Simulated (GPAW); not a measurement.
Crystal: CdS.

```
Cd S
1.0
     0.00000    2.75324    2.75324
     2.75324    0.00000    2.75324
     2.75324    2.75324    0.00000
Cd S
1 1
Direct
  0.00000 0.00000 0.00000
  0.50000 0.50000 0.50000
```

Measurements of this composition are mostly on another form, of space group No. 186.

```yaml
Program: GPAW 26.7.0
Task: relaxation of cell and atoms
Functional: PBEsol
Potentials_or_basis: PAW data sets generated in the run's folder for this functional
Cutoff: 600 eV
Basis: pw
k_mesh: 6 × 6 × 6
Occupations: fermi-dirac, width 0.05 eV
Spin: no spin polarisation
```

At the start: pressure -4.6 GPa; volume 20.87 Å³/atom.

Q: Where does the relaxation end?

A: Over 4 steps the energy falls by 18.9 meV/atom and the volume is 19.61 Å³/atom (-6.1 %); space group Fm-3m (No. 225, to 0.05 Å).

Step by step:
```
step  energy change (eV)  largest force (eV/Å)  pressure (GPa)  volume (Å³)
   1              0.0000                0.0000           -4.60        41.74
   2             -0.0138                0.0000           -3.77        41.21
   3             -0.0376                0.0000            0.40        39.02
   4             -0.0379                0.0000           -0.03        39.21
```

Final structure:
```
Cd S
1.0
     0.00000    2.69646    2.69646
     2.69646    0.00000    2.69646
     2.69646    2.69646    0.00000
Cd S
1 1
Direct
  0.00000 0.00000 0.00000
  0.50000 0.50000 0.50000
```

Caveat: later steps reuse the first step's grids.
